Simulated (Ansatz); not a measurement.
Input of an Ansatz 0.2.0 run:

File input.yaml:

```yaml
crystal:
  lattice:
    - [2.7058, 0.0, 0.0]
    - [-1.3529, 2.3432915376, 0.0]
    - [0.0, 0.0, 4.2819]
  atoms:
    - { symbol: Ru, position: [0.6666666667, 0.3333333333, 0.75] }
    - { symbol: Ru, position: [0.3333333333, 0.6666666667, 0.25] }
hamiltonian:
  xc: pbe
  pseudopotentials: { kind: paw }
kpoints:
  mp_grid: { grid: [11, 11, 6] }
scf:
  occupations: { method: fermi_dirac, width: 0.05 }
output:
  forces: true
  stress: true
  eigenvalues: true
  write_density: true
  write_potential: true
  elf: true
  volumetric_format: npy
relax:
  f_tol: 0.01
  max_steps: 40
  cell: { stress_tol: 0.05 }
```

Potentials or basis: Ansatz PAW.

Run with:

```sh
$ ansatz run input.yaml --threads 2 --pin off --max-ram 5632MiB --backend cpu --events-out ev --progress --plain --runs-dir out
```

Task: Estimate the band gap on the k mesh.

Result: None (metal or under the smearing width).

Task: Predict the relaxed volume.

Result: 13.77 Å³/atom.

Task: What does it give for the space group after relaxing (to 0.05 Å)?

Result: P6_3/mmc (No. 194).

The path:
```
step  energy change (eV)  largest force (eV/Å)  volume (Å³)
   1              0.0000                0.0000        27.15
   2             -0.0053                0.0000        27.55
   3             -0.0053                0.0000        27.54
   4             -0.0055                0.0000        27.54
```

Caveat: the plane-wave basis is chosen anew once the cell has moved, so the energies of steps on either side of that aren't comparable. Zero-point motion and thermal expansion aren't in these numbers.
